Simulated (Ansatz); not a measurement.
**Ge: band structure with PBEsol**

**What was measured.**

“Properties of the exotic metastable ST12 germanium allotrope”, 2017, pmc:5216117 reports, for a powder of Ge: band gap 0.74 ± 0.02 eV (optical).

The system is Ge.

```
CELL_PARAMETERS angstrom
5.93000 0.00000 0.00000
0.00000 5.93000 0.00000
0.00000 0.00000 6.98000
ATOMIC_POSITIONS crystal
Ge 0.37500 0.16670 0.75000
Ge 0.33330 0.87500 0.50000
Ge 0.62500 0.83330 0.25000
Ge 0.66670 0.12500 0.00000
Ge 0.87500 0.33330 0.50000
Ge 0.83330 0.62500 0.75000
Ge 0.12500 0.66670 0.00000
Ge 0.16670 0.37500 0.25000
Ge 0.57500 0.42500 0.25000
Ge 0.92500 0.92500 0.50000
Ge 0.42500 0.57500 0.75000
Ge 0.07500 0.07500 0.00000
```

This isn't the form of Ge at room conditions, which is diamond.

```yaml
Program: Ansatz 0.2.0
Task: band structure
Functional: PBEsol
Potentials_or_basis: all-electron LAPW, scalar-relativistic
Cutoff: 295 eV (chosen from the basis error)
Basis_error_allowed: 0.002 eV/atom
k_mesh: 5 × 5 × 4
Occupations: fermi-dirac, width 0.05 eV
Spin: no spin polarisation
```

```json
{"Pressure": "0.6 GPa", "Largest force": "0.853 eV/Å", "Band gap on the k mesh": "0.67 eV, direct", "Band gap along the path": "0.43 eV, direct"}
```

Forces in eV/Å, atoms in the order of the input:
```
Ge  -0.331 -0.186  0.121
Ge   0.186 -0.331  0.121
Ge   0.331  0.186  0.121
Ge  -0.186  0.331  0.121
Ge  -0.331  0.186 -0.121
Ge   0.186  0.331 -0.121
Ge   0.331 -0.186 -0.121
Ge  -0.186 -0.331 -0.121
Ge   0.603 -0.603  0.000
Ge  -0.603 -0.603  0.000
Ge  -0.603  0.603  0.000
Ge   0.603  0.603  0.000
```

Stress tensor (GPa, compression positive):
```
 0.88  0.00  0.00
 0.00  0.88  0.00
 0.00  0.00 -0.11
```

Levels at the corners of the path, in eV from the valence-band top:
```tsv
point	band 129	band 130	band 131	band 132	band 133	band 134	band 135	band 136
Γ	-0.87	-0.87	-0.87	-0.09	1.44	1.44	1.49	2.39
X	-0.57	-0.57	-0.13	-0.13	1.30	1.30	2.24	2.24
M	-0.32	-0.32	-0.03	-0.03	1.15	1.15	1.45	1.45
Γ	-0.87	-0.87	-0.87	-0.09	1.44	1.44	1.49	2.39
Z	-1.13	-1.13	-0.63	-0.63	0.86	0.86	1.48	1.48
R	-0.82	-0.82	-0.43	-0.43	0.75	0.75	1.41	1.41
A	-1.07	-1.07	-1.07	-1.07	1.21	1.21	1.21	1.21
Z	-1.13	-1.13	-0.63	-0.63	0.86	0.86	1.48	1.48
```

It took 64 s on 8 threads of AMD EPYC 9R14 (Zen 4) (shared host), peak memory 2.8 GiB.

Against the measured gap of Ge, 0.74 eV (optical; powder; “Properties of the exotic metastable ST12 germanium allotrope”, 2017, pmc:5216117), the calculated 0.43 eV is off by -0.31 eV. Spin-orbit coupling on Ge is left out. The value is that of PBEsol, without temperature or zero-point motion. Semilocal functionals fall short of measured gaps as a rule.

Caveat: the mesh misses the band edges, which the band path finds closer together.
